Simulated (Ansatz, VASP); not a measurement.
# Two plane-wave programs on Cr

```
Cr
1.0
     2.81651    0.00000    0.00000
     0.00000    2.81651    0.00000
     0.00000    0.00000    2.81651
Cr
2
Cartesian
  0.0000 0.0000 0.0000
  1.4083 1.4083 1.4083
```

Alike in both runs: functional PBEsol; k mesh 11 × 11 × 11; occupations fermi-dirac, width 0.05 eV; collinear spin.

Ansatz relaxed the structure, and its values are those at the end. VASP's run is a single point on that final structure, the one shown.

|  | VASP | Ansatz |
| --- | --- | --- |
| version | VASP 6.6.1 | Ansatz 0.2.0 |
| potentials or method | VASP PAW PBE potentials, release 64 (Cr_pv) | plane waves (420 eV) with PAW, scalar-relativistic |
| plane-wave cutoff (eV) | 520 | 420 |
| valence electrons in the cell | 24 | 28 |

```csv
,VASP,Ansatz,Ansatz less VASP
pressure (GPa),0.0,0.0,-0.02
net moment per atom (μB),0.00,0.00,0.000
size of the moment on the site where the two differ most (μB),0.50,0.37,-0.130
```

Site moments also hang on the region over which each program counts them. The two sets of potentials don't hold the same shells in valence. Ansatz warned: «pseudo_functional_mismatch».

Caveats: the PAW data sets were made with another functional, which shifts forces and pressure a little (VASP).
